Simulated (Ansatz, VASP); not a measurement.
Re: VASP beside Ansatz

The input INCAR:

```
ALGO     = Normal         # electronic algorithm
EDIFF    = 1E-7           # SCF threshold, eV
ENCUT    = 520            # plane-wave cutoff, eV
GGA      = PE             # functional
ISIF     = 2              # what is computed and relaxed
ISMEAR   = -1             # smearing method
LASPH    = T              # aspherical terms in the spheres
LCHARG   = T              # write CHGCAR
LELF     = T              # ELF
LREAL    = F              # projectors in reciprocal space
LVHAR    = T            
LWAVE    = F              # write WAVECAR
NBANDS   = 10             # bands
NELM     = 100            # most SCF steps
PREC     = Accurate       # precision mode
SIGMA    = 0.05           # smearing width, eV
```

File KPOINTS:

```
k-points
0
Gamma
  17 17 17
```

File POSCAR:

```
Re
1.0
    0.0000000000      1.6509830384      1.6509830384
    1.6509830384      0.0000000000      1.6509830384
    1.6509830384      1.6509830384      0.0000000000
Re
1
Direct
    0.0000000000      0.0000000000      0.0000000000
```

Input for Ansatz:

```yaml
crystal:
  lattice:
    - [0.0, 1.6509830384, 1.6509830384]
    - [1.6509830384, 0.0, 1.6509830384]
    - [1.6509830384, 1.6509830384, 0.0]
  atoms:
    - { symbol: Re, position: [0.0, 0.0, 0.0] }
kpoints:
  mp_grid: { grid: [17, 17, 17] }
scf:
  occupations: { method: fermi_dirac, width: 0.05 }
hamiltonian:
  xc: pbe
  pseudopotentials: { kind: all_electron, lapw: { basis_error: 0.001 } }
output:
  forces: true
  stress: true
  eigenvalues: true
  populations: true
```

Change from the starting cell: volume scaled by 0.6, LAPW.

Alike in both runs: task single point; functional PBE; k mesh 17 × 17 × 17; occupations fermi-dirac, width 0.05 eV; no spin polarisation.

|  | VASP | Ansatz |
| --- | --- | --- |
| version | VASP 6.6.1 | Ansatz 0.2.0 |
| potentials or method | VASP PAW PBE potentials, release 64 (Re) | all-electron LAPW, scalar-relativistic |
| plane-wave cutoff (eV) | 520 | see its input |

|  | VASP | Ansatz | Ansatz less VASP |
| --- | --- | --- | --- |
| pressure (GPa) | 556.2 | 539.1 | -17.12 |

Ansatz ran all-electron here, so the differences hold the error of VASP's frozen core and of both bases.

Caveats: the cell as given lies far from equilibrium; so large a pressure means that the cell lies far from this level's equilibrium, or that cutoff or potentials fall short (VASP). The runs have no spin-orbit coupling, so splittings on Re are missing.
